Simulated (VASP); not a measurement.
# Hf (P6_3/mmc) in VASP: electric field gradients with PBEsol

Aim: the electric field gradients of Hf with PBEsol.

Everything below comes from runs of VASP 6.6.1. Logs are shortened: lines on timing, memory, paths and dates and some standing lists are left out, and cuts for length are marked.

### 1 Starting point

Symmetry: P6_3/mmc, No. 194, hexagonal system. Conventional cell: a = 3.197 Å, b = 3.197 Å, c = 5.058 Å, α = 90.00°, β = 90.00°, γ = 120.00°. Hf (site symmetry -6m2) has 12 Hf at 3.13 to 3.20 Å as nearest neighbours.

### 2 Electric field gradients, PBEsol

The input, INCAR:

```
SYSTEM = Hf
PREC = Accurate ; ENCUT = 600
EDIFF = 1E-7 ; ISMEAR = -1
SIGMA = 0.05 ; LREAL = .False.
LASPH = .True. ; NELM = 80
ALGO = Fast ; ISIF = 2
LWAVE = .False. ; LCHARG = .False.
GGA = PS ; LEFG = .True.
```

The input, KPOINTS:

```
Automatic mesh
0
Gamma
  12 12 7
  0 0 0
```

The input, POSCAR:

```
Hf
1.0
    3.1967000000      0.0000000000      0.0000000000
   -1.5983500000      2.7684234083      0.0000000000
    0.0000000000      0.0000000000      5.0578000000
Hf
2
Direct
    0.3333333333      0.6666666667      0.2500000000
    0.6666666667      0.3333333333      0.7500000000
```

Potentials or basis: VASP PAW PBE potentials, release 64 (Hf_sv).

Command:

```console
cat potpaw_PBE.64/Hf_sv/POTCAR > POTCAR
mpirun -np 1 vasp_std > vasp.out
```

OUTCAR:

```text
SYSTEM = Hf
   PREC = Accurate
   ENCUT = 600
   EDIFF = 1E-7
   ISMEAR = -1
   LREAL = .False.
   LASPH = .True.
   NELM = 80
   ISIF = 2
   GGA = PS

 ion  position               nearest neighbor table
   1  0.333  0.667  0.250-   2 3.13   2 3.13   2 3.13   2 3.13   2 3.13   2 3.13
   2  0.667  0.333  0.750-   1 3.13   1 3.13   1 3.13   1 3.13   1 3.13   1 3.13

  LATTYP: Found a hexagonal cell.
 ALAT       =     3.1967000000
 C/A-ratio  =     1.5821941377

  Lattice vectors:

 A1 = (   3.1967000000,   0.0000000000,   0.0000000000)
 A2 = (  -1.5983500000,   2.7684234083,   0.0000000000)
 A3 = (   0.0000000000,   0.0000000000,   5.0578000000)

Analysis of symmetry for initial positions (statically):
=====================================================================
 Subroutine PRICEL returns:
 Original cell was already a primitive cell.

 Routine SETGRP: Setting up the symmetry group for a
 hexagonal supercell.

 Subroutine GETGRP returns: Found 24 space group operations
 (whereof 12 operations were pure point group operations)
 out of a pool of 24 trial point group operations.

The static configuration has the point symmetry D_3d.
 The point group associated with its full space group is D_6h.

Analysis of symmetry for dynamics (positions and initial velocities):
=====================================================================
 Subroutine PRICEL returns:
 Original cell was already a primitive cell.

 Routine SETGRP: Setting up the symmetry group for a
 hexagonal supercell.

 Subroutine GETGRP returns: Found 24 space group operations
 (whereof 12 operations were pure point group operations)
 out of a pool of 24 trial point group operations.

The dynamic configuration has the point symmetry D_3d.
 The point group associated with its full space group is D_6h.

 Subroutine INISYM returns: Found 24 space group operations
 (whereof 12 operations are pure point group operations),
 and found     1 'primitive' translations

----------------------------------------------------------------------------------------

                                     Primitive cell

  volume of cell :      44.7606

  direct lattice vectors                    reciprocal lattice vectors
     3.196700000  0.000000000  0.000000000     0.312822598  0.180608211  0.000000000
    -1.598350000  2.768423408  0.000000000     0.000000000  0.361216423  0.000000000
     0.000000000  0.000000000  5.057800000     0.000000000  0.000000000  0.197714421

  length of vectors
     3.196700000  3.196700000  5.057800000     0.361216423  0.361216423  0.197714421

  position of ions in fractional coordinates (direct lattice)
     0.333333333  0.666666667  0.250000000
     0.666666667  0.333333333  0.750000000

  ion indices of the primitive-cell ions
   primitive index   ion index
                 1           1
                 2           2

----------------------------------------------------------------------------------------

 KPOINTS: Automatic mesh

Automatic generation of k-mesh.
 Grid dimensions read from file:
 generate k-points for:   12   12    7

 Generating k-lattice:

  Cartesian coordinates                     Fractional coordinates (reciprocal lattice)
     0.026068550  0.015050684  0.000000000     0.083333333  0.000000000  0.000000000
     0.000000000  0.030101369  0.000000000     0.000000000  0.083333333  0.000000000
     0.000000000  0.000000000  0.028244917     0.000000000  0.000000000  0.142857143

  Length of vectors
     0.030101369  0.030101369  0.028244917

  Shift w.r.t. Gamma in fractional coordinates (k-lattice)
     0.000000000  0.000000000  0.000000000

 Subroutine IBZKPT returns following result:
 ===========================================

 Found     76 irreducible k-points:

 Following reciprocal coordinates:
            Coordinates               Weight
  0.000000  0.000000  0.000000      1.000000
  0.083333  0.000000  0.000000      6.000000
  0.166667 -0.000000  0.000000      6.000000
  0.250000 -0.000000  0.000000      6.000000
  0.333333  0.000000  0.000000      6.000000
  0.416667  0.000000  0.000000      6.000000
[... 16 lines left out ...]
  0.250000 -0.000000  0.142857     12.000000
  0.333333  0.000000  0.142857     12.000000
 [... further k-points ...]
   k-points           NKPTS =     76   k-points in BZ     NKDIM =     76   number of bands    NBANDS=     16
   number of dos      NEDOS =    301   number of ions     NIONS =      2
   total plane-waves  NPLWV =  31360
   dimension x,y,z NGX =    28 NGY =   28 NGZ =   40
   dimension x,y,z NGXF=    56 NGYF=   56 NGZF=   80
   ions per type =               2
   NGX,Y,Z   is equivalent  to a cutoff of  14.56, 14.56, 13.15 a.u.
   NGXF,Y,Z  is equivalent  to a cutoff of  29.12, 29.12, 26.30 a.u.
 SYSTEM =  Hf
   PREC   = accura    normal or accurate (medium, high low for compatibility)
   ISTART =      0    job   : 0-new  1-cont  2-samecut
   ICHARG =      2    charge: 1-file 2-atom 10-const
   ISPIN  =      1    spin polarized calculation?
   LNONCOLLINEAR =      F non collinear calculations
   LSORBIT =      F    spin-orbit coupling
   LASPH  =      T    aspherical Exc in radial PAW
   ENCUT  =  600.0 eV  44.10 Ry    6.64 a.u.   6.38  6.38 10.10*2*pi/ulx,y,z
   NELM   =     80;   NELMIN=  2; NELMDL= -5     # of ELM steps
   EDIFF  = 0.1E-06   stopping-criterion for ELM
   LREAL  =      F    real-space projection
   EDIFFG = 0.1E-05   stopping-criterion for IOM
   NSW    =      0    number of steps for IOM
   IBRION =     -1    ionic relax: 0-MD 1-quasi-New 2-CG
   NFREE  =      0    steps in history (QN), initial steepest desc. (CG)
   ISIF   =      2    stress and relaxation
   ISYM   =      2    0-nonsym 1-usesym 2-fastsym
   POTIM  = 0.5000    time-step for ionic-motion
   TEBEG  =    0.0;   TEEND  =   0.0 temperature during run
   PSTRESS=    0.0 pullay stress
   NELECT =      24.0000    total number of electrons
   NUPDOWN=      -1.0000    fix difference up-down
   EMIN   =  10.00;   EMAX   =-10.00  energy-range for DOS
   EFERMI =   0.00;   METHOD = LEGACY
   ISMEAR =    -1;   SIGMA  =   0.05  broadening in eV -4-tet -1-fermi 0-gaus
   EFERMI_NEDOS =   21; number of points for ismear=-14 and -15
   IALGO  =     68    algorithm
   IMIX   =      4    mixing-type and parameters
     AMIX     =   0.40;   BMIX     =  1.00
     AMIX_MAG =   1.60;   BMIX_MAG =  1.00
  volume/ion in A,a.u.               =      22.38       151.03
  Fermi-wavevector in a.u.,A,eV,Ry     =   1.329984  2.513306 24.066783  1.768859
  Thomas-Fermi vector in A             =   2.459106
   LORBIT       =      0    0 simple, 1 ext, 2 COOP (PROOUT), +10 PAW based schemes
   GGA     = PS    functional components
   LHFCALC =     F    Hartree Fock is set to
   AEXX    =    0.0000 exact exchange contribution
   IVDW    =     0    specifies the selected vdW correction
   LEPSILON=     F    determine dielectric tensor
   LRPA    =     F    only Hartree local field effects (RPA)
 non-spin polarized calculation
 RMM-DIIS sequential band-by-band and
  energy-cutoff  :      600.00
  volume of cell :       44.76
 maximum number of plane-waves:      1521
 NGX is ok and might be reduce to    28
   NGX = 13   NGY = 13   NGZ = 21

 number of electron      24.0000001 magnetization

 Free energy of the ion-electron system (eV)
  ---------------------------------------------------
  ext. energy  EPLUGINS =         0.00000000
  ---------------------------------------------------
  free energy    TOTEN  =       -26.62713647 eV

  energy without entropy =      -26.61389562  energy(sigma->0) =      -26.62051605

 E-fermi :   6.7452     XC(G=0): -11.5992

 val. band max:        6.7446038910   @ k =   0.0000   0.0000   0.4286
 cond. band min:       6.7562032794   @ k =   0.1667  -0.0000   0.1429
 fundamental gap:      0.0115993885
 Fermi energy:         6.7451619692

 k-point     1 :       0.0000    0.0000    0.0000
  band No.  band energies     occupation
      1     -55.2011      2.00000
      2     -55.1299      2.00000
      3     -24.3014      2.00000
      4     -23.5610      2.00000
      5     -23.5610      2.00000
      6     -23.4323      2.00000
[... 8 lines left out ...]
     15       8.7209      0.00000
     16       8.7209      0.00000

 k-point     2 :       0.0833    0.0000    0.0000
  band No.  band energies     occupation
      1     -55.1976      2.00000
      2     -55.1286      2.00000
      3     -24.2835      2.00000
      4     -23.5993      2.00000
      5     -23.5739      2.00000
      6     -23.4728      2.00000
[... 8 lines left out ...]
     15       8.5930      0.00000
     16       8.9105      0.00000

 k-point     3 :       0.1667   -0.0000    0.0000
  band No.  band energies     occupation
      1     -55.1879      2.00000
      2     -55.1252      2.00000
      3     -24.2318      2.00000
      4     -23.7041      2.00000
      5     -23.6079      2.00000
      6     -23.5804      2.00000
[... 8 lines left out ...]
     15       8.6835      0.00000
     16       8.7163      0.00000

 k-point     4 :       0.2500   -0.0000    0.0000
  band No.  band energies     occupation
      1     -55.1741      2.00000
      2     -55.1211      2.00000
      3     -24.1538      2.00000
      4     -23.8474      2.00000
      5     -23.7212      2.00000
      6     -23.6525      2.00000
[... 8 lines left out ...]
     15       8.2423      0.00000
     16       9.6166      0.00000

 k-point     5 :       0.3333    0.0000    0.0000
  band No.  band energies     occupation
      1     -55.1592      2.00000
      2     -55.1182      2.00000
      3     -24.0614      2.00000
      4     -23.9902      2.00000
      5     -23.8558      2.00000
      6     -23.6953      2.00000
[... 8 lines left out ...]
     15       7.8825      0.00000
     16      10.8226      0.00000

 k-point     6 :       0.4167    0.0000    0.0000
  band No.  band energies     occupation
      1     -55.1467      2.00000
      2     -55.1175      2.00000
      3     -24.0941      2.00000
      4     -23.9748      2.00000
      5     -23.9509      2.00000
      6     -23.7259      2.00000
[... 8 lines left out ...]
     15       8.1836      0.00000
     16      12.0909      0.00000
[... 267 lines left out ...]
 k-point    21 :       0.0833    0.0000    0.1429
  band No.  band energies     occupation
      1     -55.1942      2.00000
      2     -55.1320      2.00000
      3     -24.2454      2.00000
      4     -23.5919      2.00000
      5     -23.5672      2.00000
      6     -23.5117      2.00000
[... 8 lines left out ...]
     15       8.4609      0.00000
     16       8.7287      0.00000

 k-point    22 :       0.1667   -0.0000    0.1429
  band No.  band energies     occupation
      1     -55.1848      2.00000
      2     -55.1283      2.00000
      3     -24.2016      2.00000
      4     -23.6932      2.00000
      5     -23.6147      2.00000
      6     -23.6004      2.00000
[... 8 lines left out ...]
     15       8.3488      0.00000
     16       9.0487      0.00000

 k-point    23 :       0.2500   -0.0000    0.1429
  band No.  band energies     occupation
      1     -55.1715      2.00000
      2     -55.1238      2.00000
      3     -24.1417      2.00000
      4     -23.8268      2.00000
      5     -23.7510      2.00000
      6     -23.6438      2.00000
[... 8 lines left out ...]
     15       8.2798      0.00000
     16       9.6858      0.00000

 k-point    24 :       0.3333    0.0000    0.1429
  band No.  band energies     occupation
      1     -55.1571      2.00000
      2     -55.1202      2.00000
      3     -24.1036      2.00000
      4     -23.9342      2.00000
      5     -23.8733      2.00000
      6     -23.6858      2.00000
[... 8 lines left out ...]
     15       8.0219      0.00000
     16      10.7968      0.00000

 [... further k-points ...]
[... 5 lines left out ...]
  --------------------------------------------------------------------------------------
  -------------------------------------------------------------------------------------
  Total       -1.1099104     -1.1099104     -1.1668430     -0.0000000      0.0000000     -0.0000000
  in kB      -39.7285261    -39.7285261    -41.7663934     -0.0000000      0.0000000     -0.0000000
  external PRESSURE =     -40.4078152 kB  Pullay stress =       0.0000000 kB

 VOLUME and BASIS-vectors are now :
 -----------------------------------------------------------------------------
  energy-cutoff  :      600.00
  volume of cell :       44.76
      direct lattice vectors                 reciprocal lattice vectors
     3.196700000  0.000000000  0.000000000     0.312822598  0.180608211  0.000000000
    -1.598350000  2.768423408  0.000000000     0.000000000  0.361216423  0.000000000
     0.000000000  0.000000000  5.057800000     0.000000000  0.000000000  0.197714421

 POSITION                                       TOTAL-FORCE (eV/Angst)
 -----------------------------------------------------------------------------------
     -0.00000      1.84562      1.26445        -0.000000      0.000000      0.000000
      1.59835      0.92281      3.79335         0.000000     -0.000000      0.000000
 -----------------------------------------------------------------------------------
    total drift:                               -0.000000      0.000000     -0.000000

  FREE ENERGIE OF THE ION-ELECTRON SYSTEM (eV)
  ---------------------------------------------------
  free  energy   TOTEN  =       -26.6271364725 eV

  energy  without entropy=      -26.6138956233  energy(sigma->0) =      -26.62051605

 Electric field gradients (V/A^2)
---------------------------------------------------------------------
 ion       V_xx      V_yy      V_zz      V_xy      V_xz      V_yz
---------------------------------------------------------------------
   1     -44.023   -44.023    88.046     0.000     0.000    -0.000
   2     -44.023   -44.023    88.046     0.000    -0.000     0.000
---------------------------------------------------------------------

 Electric field gradients after diagonalization (V/A^2)
 (convention: |V_zz| > |V_xx| > |V_yy|)
----------------------------------------------------------------------
 ion       V_xx      V_yy      V_zz     asymmetry (V_yy - V_xx)/ V_zz
----------------------------------------------------------------------
   1     -44.023   -44.023    88.046       0.000
   2     -44.023   -44.023    88.046       0.000
----------------------------------------------------------------------

           NMR quadrupolar parameters

 Cq : quadrupolar parameter    Cq=e*Q*V_zz/h
 eta: asymmetry parameters     (V_yy - V_xx)/ V_zz
 Q  : nuclear electric quadrupole moment in mb (millibarn)
----------------------------------------------------------------------
 ion       Cq(MHz)       eta       Q (mb)
----------------------------------------------------------------------
   1       0.213       0.000       1.000
   2       0.213       0.000       1.000
----------------------------------------------------------------------
```

Wall time 34 s (1 thread of Intel Xeon 6975P-C (Granite Rapids), shared host); peak memory 0.2 GiB.

What came out:

```yaml
Free_energy: -26.6271 eV
Pressure: -4.0 GPa
Band_gap_on_the_k_mesh: none (metal or under the smearing width)
```

Electric field gradients, principal values (V/Å²):
```tsv
atom	Vxx	Vyy	Vzz
1 Hf	-44.023	-44.023	88.046
2 Hf	-44.023	-44.023	88.046
```

Caveat: the PAW data sets were made with another functional, which shifts forces and pressure a little.
